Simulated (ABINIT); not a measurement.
Runs of ABINIT 10.8.3 (patched build) on BaH2. It takes space group P6_3/mmc (No. 194, hexagonal). Conventional cell: a = 4.462 Å, b = 4.462 Å, c = 6.055 Å, α = 90.00°, β = 90.00°, γ = 120.00°. Ba (site symmetry -6m2) is surrounded by 3 H at 2.58 Å. H (site symmetry -3m) has 6 Ba at 2.99 Å and 8 H at 2.99 to 3.03 Å as nearest neighbours. H (site symmetry -6m2) is surrounded by 3 Ba at 2.58 Å. The cell comes from a database or a generator and needn't be the stable form of this composition.

| task | level | potentials or basis | cell | cutoff (eV) | fine-grid cutoff | gap on the mesh (eV) | pressure (GPa) |
| --- | --- | --- | --- | --- | --- | --- | --- |
| single point | PBEsol | PseudoDojo NC SR PBEsol v0.4.1 standard | as given | 980 | - | 1.70 | -2.0 |
| band structure | LDA | JTH PAW LDA v2.0 | as given | 680 | 1278.94 eV | (a) | -3.0 |
| single point | PBEsol | PseudoDojo NC SR PBEsol v0.4.1 standard | atoms moved at random, drawn with an rms of 0.05 Å | 980 | - | 1.69 | -2.0 |
| band structure | PBEsol | PseudoDojo NC SR PBEsol v0.4.1 standard | as given | 980 | - | 1.70 | -2.0 |

Alike in all rows: no spin polarisation; k mesh 7 × 7 × 5; smearing fermi-dirac 0.05 eV.

Q: Fill in the values left out.

A: (a) 1.57.

Caveats: spin-orbit coupling is left out, which moves the levels of the heavy elements; this set's barium file shifts pressures by 1 GPa against other sets (some runs); this release of the barium file is off (some runs); an odd mesh through Γ misses points on the zone boundary, where band edges often lie (some runs); the mesh misses the band edges, which the band path finds closer together (some runs); this set's barium file shifts pressures by 1.5 GPa and gaps by 0.1 eV against other sets (some runs).

A k mesh can miss the band edges, and the runs leave out spin-orbit coupling on Ba.
